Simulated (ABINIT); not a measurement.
Here is an ABINIT 10.8.3 (patched build) calculation.

File run.abi:

```
pp_dirpath "./"
pseudos "Pb.GGA_PBE-JTH.xml"

acell 3.5002068511 3.5002068511 3.5002068511 Angstrom
rprim
     0.0000000000     0.7071067812     0.7071067812
     0.7071067812     0.0000000000     0.7071067812
     0.7071067812     0.7071067812     0.0000000000
ntypat 1
znucl 82
natom 1
typat 1
xred
     0.0000000000     0.0000000000     0.0000000000
chkprim 0
chksymtnons 0
tolsym 1.0e-6

ecut 22.0
pawecutdg 44.0
pawxcdev 0

kptopt 1
ngkpt 9 9 9
nshiftk 1
shiftk 0.0 0.0 0.0

ixc 11

nband 11
occopt 3
tsmear 0.05 eV

nstep 100
tolvrs 1.0e-9

iomode 3
prtwf 0
prtden 0
prteig 0
prtebands 0
enunit 1

ionmov 22
ntime 60
tolmxf 0.0001
optcell 2
dilatmx 1.08
ecutsm 0.5
```

Potentials or basis: JTH PAW PBE v2.0.

Command:

```bash
$ abinit run.abi > log 2>&1
```

Q: Estimate the space group after relaxing (to 0.05 Å).

A: Fm-3m (No. 225).

Q: Predict the relaxed volume.

A: 31.92 Å³/atom.

Q: Estimate the band gap on the k mesh.

A: None (metal or under the smearing width).

Q: Estimate the relaxed cell.

A: a = 3.561 Å, b = 3.561 Å, c = 3.561 Å, α = 60.00°, β = 60.00°, γ = 60.00°.

Final structure:
```xyz
1
Lattice="0.0000 2.5177 2.5177 2.5177 0.0000 2.5177 2.5177 2.5177 0.0000" Properties=species:S:1:pos:R:3 pbc="T T T"
Pb    0.0000    0.0000    0.0000
```

Spin-orbit coupling is left out, which matters for the levels of Pb.

The cell as given is a measured one (30.32 Å³/atom); PBE puts the equilibrium volume +5.3 % from it, thermal expansion not counted.
